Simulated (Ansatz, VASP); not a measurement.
**InAs in VASP and in Ansatz**

File INCAR:

```
SYSTEM = InAs
  PREC = Accurate
  ENCUT = 520
  EDIFF = 1E-8
  ISMEAR = -1
  SIGMA = 0.08
  LREAL = .FALSE.
  LASPH = .TRUE.
  NELM = 100
  ALGO = Normal
  ISIF = 2
  LWAVE = .FALSE.
  LCHARG = .FALSE.
  GGA = PE
  LEFG = .TRUE.
  NBANDS = 16
```

File KPOINTS:

```
regular mesh
0
G
  10 10 10
  0 0 0
```

Contents of POSCAR:

```
InAs
1.0
    0.0000000000      3.0037040865      3.0037040865
    3.0037040865      0.0000000000      3.0037040865
    3.0037040865      3.0037040865      0.0000000000
In As
1 1
Direct
    0.0000000000      0.0000000000      0.0000000000
    0.7500000000      0.7500000000      0.7500000000
```

Input for Ansatz:

```yaml
crystal:
  lattice:
    - [0.0, 3.0037040865, 3.0037040865]
    - [3.0037040865, 0.0, 3.0037040865]
    - [3.0037040865, 3.0037040865, 0.0]
  atoms:
    - { symbol: In, position: [0.0, 0.0, 0.0] }
    - { symbol: As, position: [0.75, 0.75, 0.75] }
kpoints:
  mp_grid: { grid: [10, 10, 10] }
scf:
  occupations: { method: fermi_dirac, width: 0.08 }
hamiltonian:
  xc: pbe
  pseudopotentials: { kind: paw }
output:
  forces: true
  stress: true
  eigenvalues: true
  efg: { contact_densities: true }
```

Change from the starting cell: volume scaled by 0.98, PAW files.

Alike in both runs: task electric field gradients; functional PBE; k mesh 10 × 10 × 10; occupations fermi-dirac, width 0.08 eV; no spin polarisation.

|  | VASP | Ansatz |
| --- | --- | --- |
| version | VASP 6.6.1 | Ansatz 0.2.0 |
| potentials or method | VASP PAW PBE potentials, release 64 (In_d, As) | PAW with Ansatz's default frozen-core files, scalar-relativistic |
| plane-wave cutoff (eV) | 520 | 420 |
| valence electrons in the cell | 18 | 28 |

Ansatz gave:

* pressure (GPa): 5.3
* Vzz of the field gradient on the site that differs most (V/Å²): 0.0

Problem. Estimate VASP's values.

Solution. Pressure (GPa): 5.4; Vzz of the field gradient on the site that differs most (V/Å²): 0.0.

With one functional, cell and mesh, what is left measures potentials, basis and numerics. The two sets of potentials don't hold the same shells in valence. Ansatz warned: «gradients_without_spin_orbit».
